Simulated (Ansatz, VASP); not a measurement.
# One calculation of HfB2, two programs

```
CELL_PARAMETERS angstrom
3.18132 0.00000 0.00000
-1.59066 2.75510 0.00000
0.00000 0.00000 3.52579
ATOMIC_POSITIONS crystal
Hf 0.00000 0.00000 0.00000
B 0.66667 0.33333 0.50000
B 0.33333 0.66667 0.50000
```

Alike in both runs: task single point; functional r2SCAN; k mesh 10 × 10 × 8; occupations fermi-dirac, width 0.05 eV; no spin polarisation.

|  | VASP | Ansatz |
| --- | --- | --- |
| version | VASP 6.6.1 | Ansatz 0.2.0 |
| potentials or method | VASP PAW PBE potentials, release 64 (Hf_pv, B) | Ansatz PAW |
| plane-wave cutoff (eV) | 520 | 500 |
| valence electrons in the cell | 16 | 32 |

|  | VASP | Ansatz | Ansatz less VASP |
| --- | --- | --- | --- |
| gap on the k mesh at the Fermi level (eV) | none | none | - |
| pressure (GPa) | -10.6 | -9.9 | +0.70 |
| largest component of the traceless stress (GPa) | 1.61 | 1.59 | -0.017 |

A gap of «none» marks a metal or a gap that the smearing closes. The two sets of potentials don't hold the same shells in valence.

Caveats: the PAW data sets were made with another functional, which shifts forces and pressure a little (VASP); the PAW data sets come from PBE, with cores solved anew for the run's functional, which leaves a small shift of forces and pressure (Ansatz). The runs have no spin-orbit coupling, so splittings on Hf are missing.
